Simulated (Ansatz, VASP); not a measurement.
**Sc: VASP beside Ansatz**

The input INCAR:

```
SYSTEM = Sc
PREC = Accurate ; ENCUT = 520
EDIFF = 1E-6 ; ISMEAR = 0
SIGMA = 0.15 ; LREAL = .FALSE.
LASPH = .TRUE. ; NELM = 100
ALGO = Normal ; ISIF = 2
LWAVE = .FALSE. ; LCHARG = .FALSE.
GGA = CA ; NBANDS = 12
```

Contents of KPOINTS:

```
Automatic mesh
0
G
  18 18 18
  0 0 0
```

The input POSCAR:

```
Sc
1.0
    0.0000000000      2.2023850000      2.2705000000
    2.2023850000      0.0000000000      2.2705000000
    2.2023850000      2.2023850000      0.0000000000
Sc
1
Direct
    0.0000000000      0.0000000000      0.0000000000
```

Input for Ansatz:

```yaml
crystal:
  lattice:
    - [0.0, 2.202385, 2.2705]
    - [2.202385, 0.0, 2.2705]
    - [2.202385, 2.202385, 0.0]
  atoms:
    - { symbol: Sc, position: [0.0, 0.0, 0.0] }
basis:
  ecutwfc: 420
kpoints:
  mp_grid: { grid: [18, 18, 18] }
hamiltonian:
  xc: lda
scf:
  occupations: { method: gaussian, width: 0.15 }
output:
  forces: true
  stress: true
  eigenvalues: true
```

Change from the starting cell: strain -0.030 along x and y, +0.000 along z, atoms carried along.

Alike in both runs: task single point; functional LDA; k mesh 18 × 18 × 18; occupations gaussian, width 0.15 eV; no spin polarisation.

|  | VASP | Ansatz |
| --- | --- | --- |
| version | VASP 6.6.1 | Ansatz 0.2.0 |
| potentials or method | VASP PAW LDA potentials, release 64 (Sc_sv) | scalar-relativistic, plane waves, PAW |
| plane-wave cutoff (eV) | 520 | 420 |
| valence electrons in the cell | 11 | 11 |

```tsv
	VASP	Ansatz	Ansatz less VASP
gap on the k mesh at the Fermi level (eV)	none	none	-
pressure (GPa)	1.0	1.0	-0.08
largest component of the traceless stress (GPa)	0.71	0.70	-0.002
```

A gap of «none» marks a metal or a gap that the smearing closes.
